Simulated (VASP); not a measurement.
Write the native input for VASP 6.6.1 that does the following.

| Item | Value |
| --- | --- |
| Task | relaxation of cell and atoms |
| Functional | r2SCAN |
| Potentials or basis | VASP PAW PBE potentials, release 64 (Sn_d, O) |
| Cutoff | 600 eV |
| k mesh | 6 × 6 × 8 |
| Occupations | gaussian, width 0.03 eV |
| Spin | no spin polarisation |
| Further INCAR settings | ALGO = Normal; EDIFF = 1e-06; IBRION = 2; EDIFFG = -0.01; NSW = 90; ISIF = 3 |

The structure of SnO2 (Cassiterite) lies in POSCAR:

```
SnO2
1.0
    4.7380000000      0.0000000000      0.0000000000
    0.0000000000      4.7380000000      0.0000000000
    0.0000000000      0.0000000000      3.1865000000
Sn O
2 4
Direct
    0.0000000000      0.0000000000      0.0000000000
    0.5000000000      0.5000000000      0.5000000000
    0.3071000000      0.3071000000      0.0000000000
    0.1929000000      0.8071000000      0.5000000000
    0.6929000000      0.6929000000      0.0000000000
    0.8071000000      0.1929000000      0.5000000000
```

These files were run (other wordings do the same):

INCAR

```
SYSTEM = SnO2
PREC = Accurate
ENCUT = 600
EDIFF = 1E-6
ISMEAR = 0
SIGMA = 0.03
LREAL = .FALSE.
LASPH = .TRUE.
NELM = 80
ALGO = Normal
ISIF = 3
LWAVE = .FALSE.
LCHARG = .FALSE.
METAGGA = R2SCAN
LMIXTAU = .TRUE.
IBRION = 2
NSW = 90
EDIFFG = -0.01
KPAR = 2
```

KPOINTS

```
Automatic mesh
0
G
  6 6 8
  0 0 0
```

Potentials or basis: VASP PAW PBE potentials, release 64 (Sn_d, O).

Launch:

```console
$ cat potpaw_PBE.64/Sn_d/POTCAR potpaw_PBE.64/O/POTCAR > POTCAR
$ mpirun -np 2 vasp_std > vasp.out
```

It gave:

* Relaxed volume: 12.13 Å³/atom
* Relaxed cell: a = 4.763 Å, b = 4.763 Å, c = 3.209 Å, α = 90.00°, β = 90.00°, γ = 90.00°
* Space group after relaxing (to 0.05 Å): P4_2/mnm (No. 136)
* Energy gained by relaxing: 3.6 meV/atom
* Ionic steps: 5
* Pressure after relaxing: 0.0 GPa
* Largest force after relaxing: 0.008 eV/Å
* Band gap on the k mesh: 1.74 eV, direct

Caveat: the PAW data sets were made with another functional, which shifts forces and pressure a little; spin-orbit coupling is left out, which moves the levels of the heavy elements.

Wall time 11 min on 2 MPI ranks on Intel(R) Xeon(R) Platinum 8559C (Emerald Rapids), with other jobs on the host, peak memory 0.29 GiB a rank.
